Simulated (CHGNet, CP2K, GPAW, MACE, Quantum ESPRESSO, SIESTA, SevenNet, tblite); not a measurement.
**Other levels on generalised stacking fault on (110) of BePd (80 atoms)**

The cell holds 80 atoms: 40 Be and 40 Pd. Its edges and angles: a = 5.626 Å, b = 7.956 Å, c = 20.002 Å, α = 90.0°, β = 83.9°, γ = 90.0°. It derives from BePd (CsCl-type). CsCl-type BePd (a = 2.813 Å), cell with z along [110], 2 x 2 x 5 periods; the third cell vector is tilted by 0.750 of [001] and lengthened by 0 Å, so the cell holds one fault; displaced by a Gaussian of 0.01 Å. Then every atom was moved at random, 0.03 Å r.m.s. a Cartesian component.

Geometry: as built.

The reference, a calculation:

- method: Kohn-Sham DFT, PBE, SSSP efficiency 1.3.0 pseudopotentials, plane waves (Quantum ESPRESSO 7.5); sssp-pbe-1.3.0-efficiency, cutoffs 55/440 Ry, Γ point
- r.m.s. force component: 0.3677 eV/Å
- longest force: 1.658 eV/Å
- pressure: 7.469 GPa
- time: 2.5 min on 4 MPI ranks of Arm Neoverse V1, shared host
- CPU time: 9.9 min

Runs, in no order:
A. QE PBE, sssp-1.3.0-efficiency, 25/200 Ry: Kohn-Sham DFT, PBE, SSSP efficiency 1.3.0 pseudopotentials, plane waves
B. GPAW PBE, plane waves 450 eV: Kohn-Sham DFT, PBE, PAW, plane waves
C. SevenNet l3i5 potential: machine-learned interatomic potential SevenNet l3i5, trained on PBE(+U) plane-wave data
D. CP2K LDA, DZVP-MOLOPT-SR, 600/50 Ry, diagonalisation: Kohn-Sham DFT, LDA, GTH-PADE pseudopotentials, Gaussian and plane waves, DZVP-MOLOPT-SR-GTH, diagonalisation
E. CP2K PBE+D3, DZVP-MOLOPT-SR, 600/50 Ry, diagonalisation: Kohn-Sham DFT, PBE+D3, GTH-PBE pseudopotentials, Gaussian and plane waves, DZVP-MOLOPT-SR-GTH, diagonalisation

Q: Order them from the smallest to the largest r.m.s. force difference.

B, E, D, A, C.

| run | Δ force, r.m.s. (meV/Å) | share of r.m.s. force (%) | CPU time |
| --- | --- | --- | --- |
| B. GPAW PBE, plane waves 450 eV | 9.82 | 2.67 | 11 min |
| E. CP2K PBE+D3, DZVP-MOLOPT-SR, 600/50 Ry, diagonalisation | 29.6 | 8.06 | 11 min |
| D. CP2K LDA, DZVP-MOLOPT-SR, 600/50 Ry, diagonalisation | 41.5 | 11.3 | 11 min |
| A. QE PBE, sssp-1.3.0-efficiency, 25/200 Ry | 115 | 31.4 | 3.7 min |
| C. SevenNet l3i5 potential | 166 | 45.1 | 11 s |

Machine-learned potentials mimic data converged in k, so the reference's own k-point error enters their differences. The electronic-structure runs sample only Γ, in a cell whose shortest periodic width is 6 Å, which is coarse for a cell with partly filled levels.

[Hosts, paths, dates, database ids (printed as entryN), source tags and the programs' standing remarks are cut or masked in the printed files.]
